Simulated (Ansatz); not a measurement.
## Mn, alpha-Mn (A12): geometry optimisation

Method: Ansatz 0.2.0, DFT, m-r2SCAN, plane waves (500 eV) with PAW, scalar-relativistic. (PAW data from PBE, frozen cores regenerated.)

k-point mesh 3×3×3, Fermi-Dirac smearing 0.05 eV, starting moments 3.00, -2.50 ×4, 0.60 ×12, -0.60 ×12 μB. Cell and atoms relax.

Starting structure:

```yaml
crystal:
  lattice:
    - [-4.4, 4.4, 4.4]
    - [4.4, -4.4, 4.4]
    - [4.4, 4.4, -4.4]
  atoms:
    - { symbol: Mn, position: [0.366, 1.0, 1.0], spin: -2.5 }
    - { symbol: Mn, position: [0.609, 0.323, 0.0], spin: 0.6 }
    - { symbol: Mn, position: [0.609, 0.0, 0.323], spin: 0.6 }
    - { symbol: Mn, position: [0.811, 0.633, 1.0], spin: -0.6 }
    - { symbol: Mn, position: [0.811, 0.0, 0.633], spin: -0.6 }
    - { symbol: Mn, position: [0.822, 0.189, 0.189], spin: -0.6 }
    - { symbol: Mn, position: [0.0, 0.366, 0.0], spin: -2.5 }
    - { symbol: Mn, position: [0.323, 0.609, 0.0], spin: 0.6 }
    - { symbol: Mn, position: [0.0, 0.609, 0.323], spin: 0.6 }
    - { symbol: Mn, position: [0.633, 0.811, 0.0], spin: -0.6 }
    - { symbol: Mn, position: [1.0, 0.811, 0.633], spin: -0.6 }
    - { symbol: Mn, position: [0.189, 0.822, 0.189], spin: -0.6 }
    - { symbol: Mn, position: [0.0, 0.0, 0.366], spin: -2.5 }
    - { symbol: Mn, position: [0.0, 0.323, 0.609], spin: 0.6 }
    - { symbol: Mn, position: [0.323, 0.0, 0.609], spin: 0.6 }
    - { symbol: Mn, position: [0.0, 0.633, 0.811], spin: -0.6 }
    - { symbol: Mn, position: [0.633, 1.0, 0.811], spin: -0.6 }
    - { symbol: Mn, position: [0.189, 0.189, 0.822], spin: -0.6 }
    - { symbol: Mn, position: [0.0, 0.0, 0.0], spin: 3.0 }
    - { symbol: Mn, position: [0.634, 0.634, 0.634], spin: -2.5 }
    - { symbol: Mn, position: [0.391, 0.391, 0.714], spin: 0.6 }
    - { symbol: Mn, position: [0.714, 0.391, 0.391], spin: 0.6 }
    - { symbol: Mn, position: [0.391, 0.714, 0.391], spin: 0.6 }
    - { symbol: Mn, position: [0.677, 0.677, 0.286], spin: 0.6 }
    - { symbol: Mn, position: [0.286, 0.677, 0.677], spin: 0.6 }
    - { symbol: Mn, position: [0.677, 0.286, 0.677], spin: 0.6 }
    - { symbol: Mn, position: [0.367, 0.367, 0.178], spin: -0.6 }
    - { symbol: Mn, position: [0.178, 0.367, 0.367], spin: -0.6 }
    - { symbol: Mn, position: [0.367, 0.178, 0.367], spin: -0.6 }
hamiltonian:
  xc: mr2scan
  pseudopotentials:
    kind: paw
    azcp:
      Mn: "pseudopotentials/Mn.paw.azcp"
basis:
  ecutwfc: 500
  fft_grid_basis: typed
kpoints:
  mp_grid: { grid: [3, 3, 3], shift: [0, 0, 0] }
magnetization:
  spin_polarized: true
scf:
  occupations: { method: fermi_dirac, width: 0.05 }
relax:
  max_steps: 60
  f_tol: 0.02
  cell: {}
```

Question: What cell does the relaxation end in?

Answer: I-43m (spin ignored) with a = 8.493 Å; 10.56 Å³ per atom against 11.75 at the start (-10.1 %).

Question: How much energy does the relaxation gain?

Answer: 99.4 meV per atom.

Path of the relaxation (the plane waves are chosen anew near the end, which can shift the energy a little):

```json
{"step": "0", "E − E(final) (meV/atom)": "99.39", "V (Å³/atom)": "11.750", "P (GPa)": "-22.80", "max force (eV/Å)": "0.567"}
{"step": "1", "E − E(final) (meV/atom)": "6.53", "V (Å³/atom)": "10.826", "P (GPa)": "-6.56", "max force (eV/Å)": "0.221"}
{"step": "2", "E − E(final) (meV/atom)": "0.34", "V (Å³/atom)": "10.482", "P (GPa)": "2.25", "max force (eV/Å)": "0.054"}
{"step": "3", "E − E(final) (meV/atom)": "-0.20", "V (Å³/atom)": "10.566", "P (GPa)": "-0.07", "max force (eV/Å)": "0.048"}
{"step": "4", "E − E(final) (meV/atom)": "-0.30", "V (Å³/atom)": "10.563", "P (GPa)": "0.01", "max force (eV/Å)": "0.011"}
{"step": "5", "E − E(final) (meV/atom)": "0.00", "V (Å³/atom)": "10.563", "P (GPa)": "-0.03", "max force (eV/Å)": "0.011"}
```

Question: Which magnetic state does it end in?

Answer: ferrimagnetic, largest moment 1.96 μB in the atomic sphere; moments 1.96, -0.76 ×4, 0.10 ×12, -0.03 ×12 μB.

m-r²SCAN is r²SCAN on the gauge-invariant kinetic-energy density; without spin polarisation the two are equal.
